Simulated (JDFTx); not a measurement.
Runs of JDFTx 1.7.0 (patched build) on GaP. It takes space group F-43m (No. 216, cubic). Conventional cell: a = 5.451 Å, b = 5.451 Å, c = 5.451 Å, α = 90.00°, β = 90.00°, γ = 90.00°. Ga (site symmetry -43m) is surrounded by 4 P at 2.36 Å. P (site symmetry -43m) has 4 Ga at 2.36 Å as nearest neighbours. 

```csv
task,level,potentials or basis,k mesh,local potential set to -Z/r beyond,max SCF steps,SCF threshold on the energy,solver of the electrons,further solve for the empty bands,mesh quality,gap on the mesh (eV),pressure (GPa),V0 of scaled cells (Å³/atom),B0 (GPa)
single point,PBEsol,PseudoDojo-SR-PBEsol-0.4.1-standard with smoothed tails,8 × 8 × 8,6 bohr,100,1e-09 Ha,scf,yes,not flagged,(c),(a),-,-
equation of state,LDA,PseudoDojo-SR-LDA-0.4.1-standard,8 × 8 × 8,-,100,1e-09 Ha,scf,-,not flagged,-,-,19.55,90
screening,PBE,PseudoDojo-SR-PBE-0.5-standard,4 × 4 × 4,-,100,1e-09 Ha,scf,yes,coarse,1.63,3.0,-,-
equation of state,PBEsol,PseudoDojo-SR-PBEsol-0.4.1-standard with smoothed tails,8 × 8 × 8,6 bohr,100,1e-09 Ha,scf,-,not flagged,-,-,20.12,85
equation of state,r2SCAN,SG15-PBE-1.2,6 × 6 × 6,-,100,1e-09 Ha,scf,-,not flagged,-,-,19.97,87
single point,r2SCAN,SG15-PBE-1.2,8 × 8 × 8,-,100,1e-09 Ha,scf,yes,not flagged,(b),-1.6,-,-
```

Alike in all rows: no spin polarisation; cell as given; cutoff (eV) 1088; smearing fermi-dirac 0.05 eV.

Estimate the missing entries.

(a) -0.5; (b) 1.85; (c) 1.52.

Caveats: some runs use coarse meshes; the potentials were made for another functional, which shifts forces and pressure (some runs); the empty levels aren't tightly converged (some runs).

A k mesh can miss the band edges, and the runs leave out spin-orbit coupling on Ga.

Not every run made on this cell is shown here.
